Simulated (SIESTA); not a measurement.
Runs of SIESTA 5.4.2 on SiC (Moissanite). Symmetry: P6_3mc, No. 186, hexagonal system. Conventional cell: a = 3.076 Å, b = 3.076 Å, c = 5.048 Å, α = 90.00°, β = 90.00°, γ = 120.00°. Si (site symmetry 3m) has 4 C at 1.87 to 1.94 Å as nearest neighbours. C (site symmetry 3m) has 4 Si at 1.87 to 1.94 Å as nearest neighbours. 

```tsv
task	level	potentials or basis	cell	optimiser	force tolerance	energy shift	gap on the mesh (eV)	pressure (GPa)	largest force (eV/Å)
band structure	PBE	PseudoDojo 0.4 standard (PBE files), DZ (energy shift 0.01 Ry)	as given	-	-	0.01 Ry	3.01	(a)	0.95
relaxation of cell and atoms	vdW-DF-cx	PseudoDojo 0.4 standard (PBE files), DZP (energy shift 0.002 Ry)	relaxed	CG	0.01 eV/Å	0.002 Ry	(c)	0.1	-
band structure	PBE	PseudoDojo 0.4 standard (PBE files), SZ (energy shift 0.002 Ry)	as given	-	-	0.002 Ry	4.92	27.2	1.31
band structure	LDA	PseudoDojo 0.4 standard (LDA files), DZP (energy shift 0.002 Ry)	as given	-	-	0.002 Ry	2.34	-1.3	0.81
band structure	PBE	PseudoDojo 0.4 standard (PBE files), DZ (energy shift 0.002 Ry)	as given	-	-	0.002 Ry	2.93	21.2	0.92
band structure	PBE	PseudoDojo 0.4 standard (PBE files), TZP (energy shift 0.002 Ry)	as given	-	-	0.002 Ry	2.47	6.3	0.81
band structure	PBEsol	PseudoDojo 0.4 standard (PBEsol files), DZP (energy shift 0.002 Ry)	as given	-	-	0.002 Ry	2.29	3.7	(b)
band structure	PBE	SG15 1.2 (PBE files) or PseudoDojo by element, DZP (energy shift 0.002 Ry)	as given	-	-	0.002 Ry	2.47	7.2	0.85
```

Alike in all rows: no spin polarisation; k mesh 10 × 10 × 5; smearing fermi-dirac 0.05 eV; grid cutoff 500 Ry.

Q: Fill in the values left out.

A: (a) 21.9; (b) 0.84; (c) 2.40.

Caveats: the basis of atomic orbitals isn't converged, which shifts pressures, moduli and gaps; the mesh misses the band edges, which the band path finds closer together (some runs); the basis has no polarisation orbitals (some runs); so large a pressure means that the cell lies far from this level's equilibrium, or that cutoff or potentials fall short (some runs); the potentials were made for another functional, which shifts forces and pressure (some runs); an odd mesh through Γ misses points on the zone boundary, where band edges often lie (some runs); forces of over 1 eV/Å show positions far from the minimum, so gaps and moduli don't describe the material at rest (some runs).
